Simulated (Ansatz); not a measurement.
# LiF: a line through an energy map

The task here is to estimate one member of a computed series from the others.

Method: DFT PBE, scalar-relativistic, plane waves, PAW, in Ansatz 0.2.0.

41 further runs of the same task are left out: 41 set aside as unsound or not needed.

## The structure to begin with

Symmetry: P6_3mc, No. 186, hexagonal system. The conventional cell has a = 3.126 Å, b = 3.126 Å, c = 4.902 Å, α = 90.00°, β = 90.00°, γ = 120.00°. Around Li (site symmetry 3m) lie 4 F at 1.89 to 1.90 Å. Around F (site symmetry 3m) lie 4 Li at 1.89 to 1.90 Å.

Structure file:

```xyz
4
Lattice="3.1259 0.0000 0.0000 -1.5630 2.7071 0.0000 0.0000 0.0000 4.9019" Properties=species:S:1:pos:R:3 pbc="T T T"
Li    0.0000    1.8047    1.8680
Li    1.5630    0.9024    4.3189
F     0.0000    1.8047    4.8721
F     1.5630    0.9024    2.4212
```

It goes back to an entry of the Materials Project, which need not be the stable form.

It is the result of an earlier relaxation at this level (volume 10.37 Å³/atom; gap on the mesh: 7.60 eV).

## The scan

The energy is mapped over volume and the cell's shape.

First coordinate, volume per atom: 9 values from 8.711 to 12.029 Å³. Second coordinate, c/a of the conventional cell: 9 values from 1.390 to 1.769.

Nothing else is relaxed (fractional coordinates fixed). Energies count from the relaxed crystal. Points are written as (first, second).

Set-up of the first run:

Contents of input.yaml:

```yaml
crystal:
  lattice:
    - [3.009292797, 0.0, 0.0]
    - [-1.5046463985, 2.6061240097, 0.0]
    - [0.0, 0.0, 4.4429198855]
  atoms:
    - { symbol: Li, position: [0.3333333333, 0.6666666667, 0.3810713234] }
    - { symbol: Li, position: [0.6666666667, 0.3333333333, 0.8810713234] }
    - { symbol: F, position: [0.3333333333, 0.6666666667, 0.9939266766] }
    - { symbol: F, position: [0.6666666667, 0.3333333333, 0.4939266766] }
basis:
  ecutwfc: 520.0
kpoints:
  mp_grid: { grid: [9, 9, 6] }
hamiltonian:
  xc: pbe
scf:
  occupations: { method: gaussian, width: 0.05 }
output:
  forces: true
  stress: true
  eigenvalues: true
```

Run with:

```
ansatz run input.yaml --threads 1 --pin off --max-ram 2048MiB --backend cpu --events-out ev --progress --plain --runs-dir out
```

Steps of the session up to this table: The run at (8.711 Å³, 1.476); The run at (9.126 Å³, 1.476); Grid point (9.541 Å³, 1.476); Point (9.955 Å³, 1.476); Point (11.200 Å³, 1.476); Point (11.615 Å³, 1.476); Grid point (12.029 Å³, 1.476).

One table of the session follows, with a row left open; its other results are not shown here.

| volume per atom (Å³) | energy (meV/atom) | slope (meV/atom per Å³) | pressure (GPa) | band gap on the k-mesh (eV) | largest force on an atom (eV/Å) |
| --- | --- | --- | --- | --- | --- |
| 8.711 | 66 | −82 | 13.2 | 8.48 | 0.50 |
| 9.126 | 38 | −55 | 8.8 | 8.22 | 0.42 |
| 9.541 | 20 | −33 | 5.3 | 7.97 | 0.35 |
| 9.955 | 10 | −15 | 2.5 | 7.75 | 0.28 |
| 10.370 | ? | ? | ? | ? | ? |
| 10.785 | 9 | 11 | −1.8 | 7.35 | 0.18 |
| 11.200 | 15 | 21 | −3.3 | 7.17 | 0.14 |
| 11.615 | 26 | 29 | −4.6 | 7.00 | 0.10 |
| 12.029 | 39 | 35 | −5.6 | 6.84 | 0.07 |

Estimate the missing values for volume per atom (Å³) = 10.370.

Worked estimate for «energy (meV/atom)». A straight line through the neighbours (9.955, 10) and (10.785, 9) gives 10 + (9 − 10) × (10.370 − 9.955) / (10.785 − 9.955) = 10; a parabola fitted to 4 rows on both sides gives 7.

As computed: energy (meV/atom): 7; slope (meV/atom per Å³): −1; pressure (GPa): 0.1; band gap on the k-mesh (eV): 7.54; largest force on an atom (eV/Å): 0.23. In «energy (meV/atom)» the line misses by +3 and the parabola by +0.

Energies count from the relaxed crystal. Rows without a step come from runs not printed here or follow by symmetry. Slopes come from the forces (and the stress, where the cell changes), not from differences of energies.
